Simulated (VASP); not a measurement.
InP, 2 atoms in the cell. The structure is cubic, space group F-43m (No. 216). The conventional cell has a = 5.958 Å, b = 5.958 Å, c = 5.958 Å, α = 90.00°, β = 90.00°, γ = 90.00°. In (site symmetry -43m) is surrounded by 4 P at 2.58 Å. Around P (site symmetry -43m) lie 4 In at 2.58 Å. 

* Program: VASP 6.6.1
* Task: band structure
* Functional: PBE
* Potentials or basis: VASP PAW PBE potentials, release 64 (In_d, P)
* Cutoff: 520 eV
* k mesh: 8 × 8 × 8
* Occupations: gaussian, width 0.03 eV
* Spin: no spin polarisation
* Further INCAR settings: ALGO = Normal; EDIFF = 1e-06; NBANDS = 16

Potentials or basis: VASP PAW PBE potentials, release 64 (In_d, P).

Launch:

```sh
$ cat potpaw_PBE.64/In_d/POTCAR potpaw_PBE.64/P/POTCAR > POTCAR
$ mpirun -np 1 vasp_std > vasp.out
```

Hardware: 1 thread of Intel(R) Xeon(R) 6975P-C (Granite Rapids), with other jobs on the host.

Q: Estimate the wall time of this run.

A: Run time: 27 s on 1 thread of Intel(R) Xeon(R) 6975P-C (Granite Rapids), on a shared host, peak memory 0.18 GiB. Counts: scf iterations 65, k points 29.
